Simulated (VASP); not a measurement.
# TiO2 (Rutile): how cutoff and mesh change the relaxed cell, part 2 of 2

Aim: test the relaxed volume of TiO2 (Rutile) against cutoff and mesh. The starting structure is a measured crystal structure from the Crystallography Open Database. The first relaxation on each setting starts from this cell expanded by 3 % in volume.

VASP 6.6.1.

Results so far: reference 10.36 Å³ an atom; a cutoff of 400 eV 10.07 Å³ an atom; a 3×3×4 mesh 10.35 Å³ an atom.

**5. Relaxation with a cutoff of 680 eV**

Level of this step: PBEsol; plane waves and PAW (Ti_sv, O) (VASP).

Against step 2 the input has ENCUT = 680. This run starts from the cell of an earlier relaxation, which isn't shown; the restart sets up the plane waves anew.

Contents of INCAR:

```
SYSTEM = TiO2
PREC = Accurate
ENCUT = 680
EDIFF = 1E-06
NELM = 100
ISMEAR = 0
SIGMA = 0.03
LREAL = .FALSE.
ALGO = Normal
GGA = PS
NBANDS = 30
LASPH = .TRUE.
LORBIT = 11
LWAVE = .FALSE.
LCHARG = .FALSE.
KPAR = 16
IBRION = 2
NSW = 50
ISIF = 3
EDIFFG = -0.006
```

Contents of POSCAR:

```
TiO2
1.0
    4.5929749320      0.0000000000      0.0000000000
    0.0000000000      4.5929749320      0.0000000000
    0.0000000000      0.0000000000      2.9421345252
Ti O
2 4
Direct
    0.5000000000      0.5000000000      0.5000000000
    0.0000000000      0.0000000000      0.0000000000
    0.8043442284      0.1956557716      0.5000000000
    0.6956557716      0.6956557716      0.0000000000
    0.1956557716      0.8043442284      0.5000000000
    0.3043442284      0.3043442284      0.0000000000
```

Contents of KPOINTS:

```
Automatic mesh
0
Gamma
6 6 8
0 0 0
```

PAW data sets: Ti_sv and O (PBE family, release 64).

The run is started by

```bash
> mpirun -np 16 vasp_std
```

Log:

```text
[... set-up lines as in an earlier step ...]
 entering main loop
       N       E                     dE             d eps       ncg     rms          rms(c)
DAV:   1     0.732635098037E+03    0.73264E+03   -0.29026E+04  3000   0.227E+03
DAV:   2     0.567035014301E+02   -0.67593E+03   -0.64321E+03  3124   0.613E+02
DAV:   3    -0.666187114551E+02   -0.12332E+03   -0.11839E+03  4520   0.221E+02
DAV:   4    -0.723609872557E+02   -0.57423E+01   -0.57331E+01  4164   0.499E+01
[...]
DAV:  13    -0.561151034263E+02    0.20979E-03   -0.72197E-04  3668   0.263E-01    0.300E-02
DAV:  14    -0.561151026982E+02    0.72813E-06   -0.41112E-05  3716   0.574E-02    0.104E-02
DAV:  15    -0.561151033401E+02   -0.64192E-06   -0.50102E-06  3320   0.150E-02
   1 F= -.56115103E+02 E0= -.56115103E+02  d E =-.561151E+02
[...]
N       E                     dE             d eps       ncg     rms          rms(c)
DAV:   1    -0.561153703304E+02   -0.26763E-03   -0.82283E-03  4144   0.967E-01    0.150E-01
DAV:   2    -0.561151489529E+02    0.22138E-03   -0.89664E-04  3524   0.282E-01    0.610E-02
DAV:   3    -0.561151038636E+02    0.45089E-04   -0.35267E-04  3386   0.117E-01    0.160E-02
DAV:   4    -0.561151054618E+02   -0.15983E-05   -0.66449E-05  4068   0.407E-02    0.135E-02
DAV:   5    -0.561151077348E+02   -0.22730E-05   -0.36328E-06  2584   0.188E-02    0.730E-03
DAV:   6    -0.561151123329E+02   -0.45980E-05   -0.85275E-06  3804   0.125E-02    0.439E-03
DAV:   7    -0.561151126021E+02   -0.26928E-06   -0.34721E-07  1554   0.437E-03
   2 F= -.56115113E+02 E0= -.56115113E+02  d E =-.926202E-05
 trial-energy change:   -0.000009  1 .order   -0.000005   -0.000035    0.000025
 step:   0.6788(harm=  0.5775)  dis= 0.00001  next Energy=   -56.115117 (dE=-0.132E-04)
[...]
N       E                     dE             d eps       ncg     rms          rms(c)
DAV:   1    -0.561151453097E+02   -0.32977E-04   -0.83698E-04  4198   0.308E-01    0.480E-02
DAV:   2    -0.561151236771E+02    0.21633E-04   -0.94528E-05  3516   0.908E-02    0.195E-02
DAV:   3    -0.561151190599E+02    0.46172E-05   -0.35896E-05  3370   0.374E-02    0.513E-03
DAV:   4    -0.561151189228E+02    0.13715E-06   -0.66543E-06  2788   0.131E-02
   3 F= -.56115119E+02 E0= -.56115119E+02  d E =-.155827E-04
[...]
reached required accuracy - stopping structural energy minimisation
```

Run time: 18 s. Hardware: 16 MPI ranks of AMD EPYC 9R45, shared host; peak memory 4.9 GiB.

OUTCAR, selected parts (step 5):

```text
  Total        0.0057322      0.0057322      0.0159052      0.0000000      0.0000000      0.0000000
  in kB        0.1480626      0.1480626      0.4108301      0.0000000      0.0000000      0.0000000
  external PRESSURE =       0.2356517 kB  Pullay stress =       0.0000000 kB

 POSITION                                       TOTAL-FORCE (eV/Angst)
 -----------------------------------------------------------------------------------
      2.29608      2.29608      1.47069         0.000000      0.000000      0.000000
      0.00000      0.00000      0.00000         0.000000      0.000000      0.000000
      3.69369      0.89847      1.47069        -0.001817      0.001817      0.000000
      3.19456      3.19456      0.00000         0.001817      0.001817      0.000000
      0.89847      3.69369      1.47069         0.001817     -0.001817     -0.000000
      1.39761      1.39761      0.00000        -0.001817     -0.001817     -0.000000
 -----------------------------------------------------------------------------------
    total drift:                               -0.000000      0.000000      0.000000

  FREE ENERGIE OF THE ION-ELECTRON SYSTEM (eV)
  ---------------------------------------------------
  free  energy   TOTEN  =       -56.1151189228 eV

  energy  without entropy=      -56.1151189228  energy(sigma->0) =      -56.11511892

[... 2 parts as in an earlier step ...]

[... 2 further parts left out ...]
[key lines of the parts left out:]
E-fermi :   4.9838
```

With a cutoff of 680 eV the cell ends at 10.338 Å³ an atom, -0.16 % from the reference; the bulk modulus is 224.2 GPa against 223.3 GPa.

**6. Relaxation with a 6×6×10 mesh**

Against step 2 the input has a 6×6×10 mesh. This run starts from the cell of an earlier relaxation, which isn't shown; the restart sets up the plane waves anew.

INCAR: that of step 5 with these lines changed.

```diff
@@ -2,3 +2,3 @@
 PREC = Accurate
-ENCUT = 680
+ENCUT = 520
 EDIFF = 1E-06
```

Contents of POSCAR:

```
TiO2
1.0
    4.5949077137      0.0000000000      0.0000000000
    0.0000000000      4.5949077137      0.0000000000
    0.0000000000      0.0000000000      2.9427039718
Ti O
2 4
Direct
    0.5000000000      0.5000000000      0.5000000000
    0.0000000000      0.0000000000      0.0000000000
    0.8043551396      0.1956448604      0.5000000000
    0.6956448604      0.6956448604      0.0000000000
    0.1956448604      0.8043551396      0.5000000000
    0.3043551396      0.3043551396      0.0000000000
```

Contents of KPOINTS:

```
Automatic mesh
0
Gamma
6 6 10
0 0 0
```

The run is started by

```bash
> mpirun -np 16 vasp_std
```

Log:

```text
[... set-up lines as in an earlier step ...]
 entering main loop
       N       E                     dE             d eps       ncg     rms          rms(c)
DAV:   1     0.659448749449E+03    0.65945E+03   -0.24595E+04  3600   0.189E+03
DAV:   2     0.353113943573E+02   -0.62414E+03   -0.59247E+03  3908   0.553E+02
DAV:   3    -0.678268344151E+02   -0.10314E+03   -0.10101E+03  5412   0.204E+02
DAV:   4    -0.724126552154E+02   -0.45858E+01   -0.45798E+01  4916   0.432E+01
[...]
DAV:  13    -0.560990032813E+02    0.21330E-03   -0.70683E-04  4396   0.262E-01    0.305E-02
DAV:  14    -0.560990024232E+02    0.85813E-06   -0.43887E-05  4568   0.574E-02    0.978E-03
DAV:  15    -0.560990032514E+02   -0.82826E-06   -0.44294E-06  3810   0.138E-02
   1 F= -.56099003E+02 E0= -.56099003E+02  d E =-.560990E+02
[...]
reached required accuracy - stopping structural energy minimisation
```

Wall time 7.6 s (16 MPI ranks); peak memory 3.7 GiB; 1.9 min of CPU time.

Parts of OUTCAR (step 6):

```text
  Total       -0.0110702     -0.0110702     -0.0186078     -0.0000000      0.0000000      0.0000000
  in kB       -0.2854741     -0.2854741     -0.4798512     -0.0000000      0.0000000      0.0000000
  external PRESSURE =      -0.3502665 kB  Pullay stress =       0.0000000 kB

 POSITION                                       TOTAL-FORCE (eV/Angst)
 -----------------------------------------------------------------------------------
      2.29745      2.29745      1.47135         0.000000      0.000000      0.000000
      0.00000      0.00000      0.00000         0.000000      0.000000      0.000000
      3.69594      0.89897      1.47135         0.000610     -0.000610      0.000000
      3.19642      3.19642      0.00000        -0.000610     -0.000610      0.000000
      0.89897      3.69594      1.47135        -0.000610      0.000610      0.000000
      1.39848      1.39848      0.00000         0.000610      0.000610     -0.000000
 -----------------------------------------------------------------------------------
    total drift:                                0.000000      0.000000      0.000000

  FREE ENERGIE OF THE ION-ELECTRON SYSTEM (eV)
  ---------------------------------------------------
  free  energy   TOTEN  =       -56.0990032514 eV

  energy  without entropy=      -56.0990032514  energy(sigma->0) =      -56.09900325

[... 1 part as in an earlier step ...]

[... 3 further parts left out ...]
[key lines of the parts left out:]
E-fermi :   5.0027
```

With a 6×6×10 mesh the cell ends at 10.355 Å³ an atom, +0.00 % from the reference; the bulk modulus is 223.3 GPa against 223.3 GPa.

**7. The runs compared**

```csv
run,volume (Å³/atom),change (%),bulk modulus (GPa),pressure left (GPa),core minutes
reference,10.355,-,223.3,-0.04,10.3
a cutoff of 400 eV,10.069,-2.76,250.6,-0.06,11.0
a 3×3×4 mesh,10.352,-0.03,224.1,0.0,3.04
a cutoff of 680 eV,10.338,-0.16,224.2,0.02,16.3
a 6×6×10 mesh,10.355,0.0,223.3,-0.04,10.0
```

Core minutes are wall time times ranks, summed over the relaxations behind a row (those for a bulk modulus apart), on shared hosts.

**8. Summary of results**

- volume of the reference: 10.36 Å³/atom
- volume against the reference, a cutoff of 400 eV: -2.76 %
- volume against the reference, a 3×3×4 mesh: -0.03 %
- volume against the reference, a cutoff of 680 eV: -0.16 %
- volume against the reference, a 6×6×10 mesh: +0.00 %

**Reading.** The volume moves most with a cutoff of 400 eV: -2.76 % against the reference (520 eV, 6×6×8 mesh). On finer settings it changes by -0.16 % with a cutoff of 680 eV and +0.00 % with a 6×6×10 mesh, not denser along every axis. The relaxations stop with up to 0.06 GPa left, which at the bulk modulus found here is 0.03 % of the volume, and more along a soft axis. That understates it: a restart alone still moved the volume by up to 0.7 %. A cell that shrinks at the lower cutoff is the usual mark of Pulay stress, the error that a plane-wave basis makes when it is kept while the volume changes. The bulk modulus is more sensitive: it changes by +12.2 % with a cutoff of 400 eV. Further runs on this material are not shown.

[Lines on the potential files, build, host, timing and source positions are cut from VASP's logs without a mark.]

[Logs are printed without paths, hosts, clocks, repeated set-up lines and the standing remarks that a program may print on its own settings, such as how far it seeks lower states.]

[Hosts, paths, dates, database ids (printed as entryN), source tags and the programs' standing remarks are cut or masked in the printed files.]
